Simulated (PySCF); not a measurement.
# Functional dependence of a UV spectrum

Species: ethoxy ethane, C₄H₁₀O.
InChI=1S/C4H10O/c1-3-5-4-2/h3-4H2,1-2H3

Linear-response calculations in the def2-SVPD basis (PySCF; singlets by full response, triplets Tamm–Dancoff, core orbitals frozen in the response; HF means time-dependent Hartree–Fock). 'Strongest' is the level of largest summed f among the singlets computed (10 roots, of which the last may lack a degenerate partner); it can jump between rows when another state enters that window. S1 is the lowest singlet of each run and needn't be the same state throughout; f(S1) is that of one state. Geometry: PBE0-D3(BJ)/def2-SVP, one conformer, isolated molecule.

| functional | kind | S1 (eV) | f(S1) | strongest (eV) | T1 (eV) | HOMO (eV) | gap (eV) | ionisation energy, ΔSCF (eV) |
| --- | --- | --- | --- | --- | --- | --- | --- | --- |
| BHandHLYP | global hybrid, 50% exact exchange | 7.67 | 0.033 | 8.90 | 7.45 | -8.91 | 10.20 | 9.64 |
| CAM-B3LYP | range-separated hybrid | 7.15 | 0.029 | 8.32 | 6.96 | -8.82 | 10.27 | 9.72 |
| wB97X-D | range-separated hybrid | 7.38 | 0.034 | 8.56 | 7.32 | -9.29 | 11.76 | 9.67 |
| LC-wPBE | range-separated hybrid | 7.73 | 0.034 | 8.89 | 7.45 | -10.10 | 12.64 | 9.80 |

S1 runs from 7.15 eV (CAM-B3LYP) to 7.73 eV (LC-wPBE), a spread of 0.58 eV, while the orbital gap spreads over 2.4 eV. −ε(HOMO) comes closest to its own ΔSCF ionisation energy with LC-wPBE (+0.30 eV) and misses most with CAM-B3LYP (-0.90 eV).
